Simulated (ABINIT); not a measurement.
PbSe (Clausthalite):

```
Pb Se
1.0
     0.00000    3.06065    3.06065
     3.06065    0.00000    3.06065
     3.06065    3.06065    0.00000
Pb Se
1 1
Direct
  0.00000 0.00000 0.00000
  0.50000 0.50000 0.50000
```

```yaml
Program: ABINIT 10.8.3 (patched build)
Task: relaxation of cell and atoms
Functional: LDA
Potentials_or_basis: PseudoDojo NC SR LDA v0.4.1 standard
Cutoff: 1170 eV
k_mesh: 6 × 6 × 6
Occupations: fermi-dirac, width 0.05 eV
Spin: no spin polarisation
```

At the start: pressure -2.2 GPa; volume 28.67 Å³/atom.

Question: Where does the relaxation end?

Answer: Over 4 steps the energy falls by 8.5 meV/atom and the volume is 27.47 Å³/atom (-4.2 %); space group Fm-3m (No. 225, to 0.05 Å).

The path:
```
step  energy change (eV)  largest force (eV/Å)  pressure (GPa)  volume (Å³)
   1              0.0000                0.0000           -2.20        57.34
   2             -0.0049                0.0000           -1.88        56.96
   3             -0.0170                0.0000            0.09        54.85
   4             -0.0171                0.0000            0.00        54.94
```

Final structure:
```cif
data_structure
_symmetry_space_group_name_H-M 'P 1'
_symmetry_Int_Tables_number 1
_cell_length_a 4.2672
_cell_length_b 4.2672
_cell_length_c 4.2672
_cell_angle_alpha 60.000
_cell_angle_beta 60.000
_cell_angle_gamma 60.000
_cell_volume 54.94
loop_
_atom_site_label
_atom_site_type_symbol
_atom_site_fract_x
_atom_site_fract_y
_atom_site_fract_z
_atom_site_occupancy
Pb1 Pb 0.00000 0.00000 0.00000 1
Se1 Se 0.50000 0.50000 0.50000 1
```

The cell as given is a measured one (28.67 Å³/atom); LDA puts the equilibrium volume -4.2 % from it, thermal expansion not counted.
